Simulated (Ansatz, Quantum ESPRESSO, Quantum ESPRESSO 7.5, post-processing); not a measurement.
**Charging silicene, 2 layers, AB stacking**

How does the Fermi level of silicene, 2 layers, AB stacking move as charge is added against a counter-electrode?

Method: plane-wave DFT, PBE, GBRV ultrasoft pseudopotentials (geometry by Ansatz 0.2.0 with PAW datasets; geometry under PBE-D3(BJ)), in Quantum ESPRESSO 7.5.

**1. The structure**

The cell holds 4 atoms: 4 Si. Cell: a = 3.870 Å, b = 3.870 Å, c = 20.200 Å, α = 90.0°, β = 90.0°, γ = 120.0°. It derives from Si. Vacuum lies along c.

This sheet is a model structure: its symmetry is held, and its stability is not tested here.

**2. Relaxation with Ansatz**

The geometry comes first, from a plane-wave PAW code, so that the later runs on this slab share one structure.

Input file input.yaml:

```yaml
crystal:
  lattice:
    - [3.87, 0.0, 0.0]
    - [-1.935, 3.3515183126, 0.0]
    - [0.0, 0.0, 20.2]
  atoms:
    - { symbol: Si, position: [0.6666666667, 0.3333333333, 0.396039604] }
    - { symbol: Si, position: [0.3333333333, 0.6666666667, 0.4183168317] }
    - { symbol: Si, position: [0.0, 0.0, 0.5816831683] }
    - { symbol: Si, position: [0.6666666667, 0.3333333333, 0.603960396] }
kpoints:
  mp_grid: { grid: [12, 12, 1] }
hamiltonian:
  xc: pbe
  dispersion: d3bj
scf:
  occupations: { method: fermi_dirac, width: 0.05 }
  convergence: { dr2_threshold: 1.0e-08 }
efield:
  axis: 3
  dipole_correction: true
  ramp_position: 0.97
  ramp_width: 0.04
relax:
  f_tol: 0.01
  cell: { fix: [c, alpha, beta] }
output:
  write_potential: true
  write_density: true
  volumetric_format: npy
```

Started as:

```console
$ ansatz run input.yaml --threads 4 --pin off --max-ram 8192MiB --backend cpu --events-out ev --progress --plain --runs-dir out
```

The runs that follow: self-consistent run: charge -0.0389 e; ground state: charge -0.0195 e; self-consistent run; ground state: charge 0.0195 e; SCF with pw.x: charge 0.0389 e; ground state: charge 0.0778 e; potential against charge, and the capacitance; SCF with pw.x: between two electrodes with a field of 0.002 Ry/bohr; SCF with pw.x, with smearing = mp, degauss = 0.005 and nosym = True; A check by hand. Settings of the main run: cutoff 40 Ry, smearing, fd smearing, smearing width 0.004 Ry, assume isolated esm, esm bc bc3, tot charge 0 e, SCF threshold 1.00e-8 Ry, startingpot file, gbrv-pbe-1.5 potentials, 24×24×1 k-mesh, charge 0 e a cell, electrode gap 5 Å.

**Question.** What will these runs give for the mean capacitance?

Across 5.1 Å of vacuum the capacitance comes to 2.27 μF/cm² (PBE, GBRV ultrasoft). The effective gap is 1.25 Å shorter than the distance from the top atoms, because the added charge sits in front of them, which here outweighs the slab's own density of states in series. The far face's work function moves by 0.16 eV over the series, the shift of the Fermi level through the slab's own bands.

| Property | Result |
| --- | --- |
| mean capacitance | 2.27 μF/cm² |
| effective gap ε₀/C | 3.90 Å |
| top atoms to the electrode | 5.15 Å |
| work function of the neutral slab (potential of zero charge against vacuum) | 4.68 eV |

The differential capacitance goes from 2.34 µF/cm² on the electron side to 2.23 µF/cm² on the hole side. The ions are fixed at the PBE-D3(BJ) geometry, so no force or energy of the charged cells enters. The mesh and the smearing resolve small carrier pockets only roughly.

[Logs are printed without paths, hosts, clocks, repeated set-up lines and the standing remarks that a program may print on its own settings, such as how far it seeks lower states.]

[Hosts, paths, dates, database ids (printed as entryN), source tags and the programs' standing remarks are cut or masked in the printed files.]

[Maps of the electrostatic potential energy from Ansatz leave out the sawtooth potential of an applied field or a dipole correction, so their vacuum need not be flat; planar profiles and work functions include it.]
